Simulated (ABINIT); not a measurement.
MgB2:

```
CELL_PARAMETERS angstrom
3.08500 0.00000 0.00000
-1.54250 2.67169 0.00000
0.00000 0.00000 3.52300
ATOMIC_POSITIONS crystal
Mg 0.00000 0.00000 0.00000
B 0.66667 0.33333 0.50000
B 0.33333 0.66667 0.50000
```

- Program: ABINIT 10.8.3 (patched build)
- Task: relaxation of cell and atoms
- Functional: r2SCAN
- Potentials or basis: JTH PAW PBE v2.0
- Cutoff: 626 eV
- k mesh: 6 × 6 × 5
- Occupations: fermi-dirac, width 0.05 eV
- Spin: no spin polarisation

At the start: pressure -1.7 GPa; volume 9.68 Å³/atom.

Problem. How do energy, volume and symmetry change on relaxing?

Solution. Over 5 steps the energy falls by 3.8 meV/atom and the volume is 9.51 Å³/atom (-1.8 %); space group P6/mmm (No. 191, to 0.05 Å).

Step by step:
```
step  energy change (eV)  largest force (eV/Å)  pressure (GPa)  volume (Å³)
   1              0.0000                0.0000           -1.65        29.04
   2             -0.0051                0.0000           -1.16        28.89
   3             -0.0107                0.0000            0.36        28.42
   4             -0.0115                0.0000           -0.06        28.54
   5             -0.0115                0.0000           -0.01        28.53
```

Final structure:
```yaml
crystal:
  lattice:
    - [3.09012, 0.00000, 0.00000]
    - [-1.54506, 2.67612, 0.00000]
    - [0.00000, 0.00000, 3.44983]
  atoms:
    - { symbol: Mg, position: [0.00000, 0.00000, 0.00000] }
    - { symbol: B, position: [0.66667, 0.33333, 0.50000] }
    - { symbol: B, position: [0.33333, 0.66667, 0.50000] }
```

Caveat: the k mesh is coarse (spacing up to 0.39 Å⁻¹), so the values aren't converged; the PAW data sets were made with another functional, which shifts forces and pressure a little; the atomic spheres overlap.
